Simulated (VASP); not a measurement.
Ag2O: band structure with r2SCAN

The system is Ag2O.

```
CELL_PARAMETERS angstrom
4.71800 0.00000 0.00000
0.00000 4.71800 0.00000
0.00000 0.00000 4.71800
ATOMIC_POSITIONS crystal
Ag 0.75000 0.25000 0.75000
Ag 0.75000 0.75000 0.25000
Ag 0.25000 0.75000 0.75000
Ag 0.25000 0.25000 0.25000
O 0.50000 0.50000 0.50000
O 0.00000 0.00000 0.00000
```

```json
{
  "Program": "VASP 6.6.1",
  "Task": "band structure",
  "Functional": "r2SCAN",
  "Potentials or basis": "VASP PAW PBE potentials, release 64 (Ag, O)",
  "Cutoff": "520 eV",
  "k mesh": "5 × 5 × 5",
  "Occupations": "fermi-dirac, width 0.05 eV",
  "Spin": "no spin polarisation",
  "Further INCAR settings": "PREC = Normal; ALGO = Normal; EDIFF = 1e-06; NBANDS = 52"
}
```

The pressure is 2.0 GPa, the band gap on the k mesh is 0.27 eV, direct and the band gap along the path is 0.27 eV, direct.

Levels at the corners of the path, in eV from the valence-band top:
```tsv
point	band 25	band 26	band 27	band 28	band 29	band 30	band 31	band 32
Γ	-2.80	0.00	0.00	0.00	0.27	2.34	2.34	7.80
X	-1.67	-1.67	-0.48	-0.48	2.37	2.37	5.10	5.10
X	-1.67	-1.67	-0.48	-0.48	2.37	2.37	5.10	5.10
M	-1.69	-1.69	-0.85	-0.85	2.42	2.42	4.07	4.07
M	-1.69	-1.69	-0.85	-0.85	2.42	2.42	4.07	4.07
Γ	-2.80	0.00	0.00	0.00	0.27	2.34	2.34	7.80
Γ	-2.80	0.00	0.00	0.00	0.27	2.34	2.34	7.80
R	-1.78	-0.71	-0.71	-0.71	2.87	2.87	2.87	5.29
R	-1.78	-0.71	-0.71	-0.71	2.87	2.87	2.87	5.29
X	-1.67	-1.67	-0.48	-0.48	2.37	2.37	5.10	5.10
M	-1.69	-1.69	-0.85	-0.85	2.42	2.42	4.07	4.07
R	-1.78	-0.71	-0.71	-0.71	2.87	2.87	2.87	5.29
```

It took 4 min on 1 thread of Intel(R) Xeon(R) 6975P-C (Granite Rapids), with other jobs on the host, peak memory 0.19 GiB.

Caveat: the PAW data sets were made with another functional, which shifts forces and pressure a little. r2SCAN opens gaps a little over a GGA but as a rule still falls short of measured ones.
